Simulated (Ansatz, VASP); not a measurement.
# AlN: VASP beside Ansatz

INCAR

```
SYSTEM = AlN
PREC = Accurate
ENCUT = 520
EDIFF = 1E-6
ISMEAR = 0
SIGMA = 0.05
LREAL = .False.
LASPH = .True.
NELM = 80
ALGO = Normal
ISIF = 2
LWAVE = .False.
LCHARG = .False.
GGA = PE
NBANDS = 11
```

File KPOINTS:

```
regular mesh
0
Gamma
  10 10 10
  0 0 0
```

POSCAR

```
AlN
1.0
   -0.1209392658      1.9762734356      1.9762734356
    1.9762734356     -0.1209392658      1.9762734356
    1.9762734356      1.9762734356     -0.1209392658
Al N
1 1
Direct
    0.5000000000      0.5000000000      0.5000000000
    0.0000000000      0.0000000000      0.0000000000
```

Input for Ansatz:

```yaml
crystal:
  lattice:
    - [-0.1209392658, 1.9762734356, 1.9762734356]
    - [1.9762734356, -0.1209392658, 1.9762734356]
    - [1.9762734356, 1.9762734356, -0.1209392658]
  atoms:
    - { symbol: Al, position: [0.5, 0.5, 0.5] }
    - { symbol: "N", position: [0.0, 0.0, 0.0] }
basis:
  ecutwfc: 520.0
kpoints:
  mp_grid: { grid: [10, 10, 10] }
hamiltonian:
  xc: pbe
  pseudopotentials: { kind: paw, azcp: { folder: soft_1 } }
scf:
  occupations: { method: gaussian, width: 0.05 }
output:
  forces: true
  stress: true
  eigenvalues: true
```

Alike in both runs: task single point; functional PBE; k mesh 10 × 10 × 10; occupations gaussian, width 0.05 eV; no spin polarisation.

```csv
,VASP,Ansatz
version,VASP 6.6.1,Ansatz 0.2.0
potentials or method,"VASP PAW PBE potentials, release 64 (Al, N)","scalar-relativistic, plane waves, PAW"
plane-wave cutoff (eV),520,520
valence electrons in the cell,8,8
```

```csv
,VASP,Ansatz,Ansatz less VASP
gap on the k mesh at the Fermi level (eV),3.07,3.08,+0.011
least direct gap on the mesh (eV),4.37,4.36,-0.008
pressure (GPa),0.5,0.6,+0.14
largest component of the traceless stress (GPa),16.48,16.47,-0.011
```

The functional is the same, so the differences come from potentials, cutoffs and numerics.

A k mesh can miss the band edges.
